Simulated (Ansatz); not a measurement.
Input of an Ansatz 0.2.0 run:

input.yaml

```yaml
crystal:
  lattice:
    - [0.0, 2.192684, 2.192684]
    - [2.23653768, 0.0, 2.192684]
    - [2.23653768, 2.192684, 0.0]
  atoms:
    - { symbol: W, position: [0.0, 0.0, 0.0] }
    - { symbol: C, position: [0.5, 0.5, 0.5] }
hamiltonian:
  xc: pbe
  pseudopotentials: { kind: paw }
kpoints:
  mp_grid: { grid: [10, 10, 10] }
scf:
  occupations: { method: fermi_dirac, width: 0.05 }
output:
  forces: true
  stress: true
  eigenvalues: true
relax:
  f_tol: 0.01
  max_steps: 40
```

Potentials or basis: Ansatz PAW.

Command:

```console
$ ansatz run input.yaml --threads 2 --pin off --max-ram 5632MiB --backend cpu --events-out ev --progress --plain --runs-dir out
```

Q: Predict the band gap on the k mesh.

A: None (metal or under the smearing width).

Final structure:
```cif
data_structure
_symmetry_space_group_name_H-M 'P 1'
_symmetry_Int_Tables_number 1
_cell_length_a 3.1009
_cell_length_b 3.1321
_cell_length_c 3.1321
_cell_angle_alpha 59.343
_cell_angle_beta 60.329
_cell_angle_gamma 60.329
_cell_volume 21.51
loop_
_atom_site_label
_atom_site_type_symbol
_atom_site_fract_x
_atom_site_fract_y
_atom_site_fract_z
_atom_site_occupancy
W1 W 0.00000 0.00000 0.00000 1
C1 C 0.50000 0.50000 0.50000 1
```

Caveat: the relaxation stopped at its first step, so nothing moved. Spin-orbit coupling is left out, which matters for the levels of W.
